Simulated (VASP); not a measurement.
Input of a VASP 6.6.1 run:

The input INCAR:

```
SYSTEM = WS2
PREC = Accurate ; ENCUT = 600
EDIFF = 1E-6 ; ISMEAR = 0
SIGMA = 0.03 ; LREAL = .False.
LASPH = .True. ; NELM = 80
ALGO = Normal ; ISIF = 3
LWAVE = .False. ; LCHARG = .False.
GGA = MK ; LUSE_VDW = .True.
AGGAC = 0.0 ; PARAM1 = 0.1234
PARAM2 = 0.711357 ; ZAB_VDW = -1.8867
IBRION = 2 ; NSW = 90
EDIFFG = -0.01 ; KPAR = 2
```

KPOINTS

```
Automatic mesh
0
Gamma
  12 12 3
  0 0 0
```

POSCAR

```
WS2
1.0
    3.1800000000      0.0000000000      0.0000000000
   -1.5900000000      2.7539607840      0.0000000000
    0.0000000000      0.0000000000     12.5000000000
W S
2 4
Direct
    0.3333333333      0.6666666667      0.2500000000
    0.6666666667      0.3333333333      0.7500000000
    0.3333333333      0.6666666667      0.6250000000
    0.6666666667      0.3333333333      0.1250000000
    0.3333333333      0.6666666667      0.8750000000
    0.6666666667      0.3333333333      0.3750000000
```

Potentials or basis: VASP PAW PBE potentials, release 64 (W_sv, S).

Command:

```sh
$ cat potpaw_PBE.64/W_sv/POTCAR potpaw_PBE.64/S/POTCAR > POTCAR
$ mpirun -np 2 vasp_std > vasp.out
```

Q: Predict the relaxed cell.

A: a = 3.170 Å, b = 3.170 Å, c = 12.418 Å, α = 90.00°, β = 90.00°, γ = 120.00°.

Q: What does it give for the space group after relaxing (to 0.05 Å)?

A: P6_3/mmc (No. 194).

Q: Predict the relaxed volume.

A: 18.01 Å³/atom.

Q: Predict the band gap on the k mesh.

A: 0.98 eV, indirect (least direct gap 1.80 eV).

Stress tensor (GPa, compression positive):
```
 0.02  0.00  0.00
 0.00  0.02  0.00
 0.00  0.00 -0.06
```

Caveat: the PAW data sets were made with another functional, which shifts forces and pressure a little; spin-orbit coupling is left out, which moves the levels of the heavy elements; an odd mesh through Γ misses points on the zone boundary, where band edges often lie.
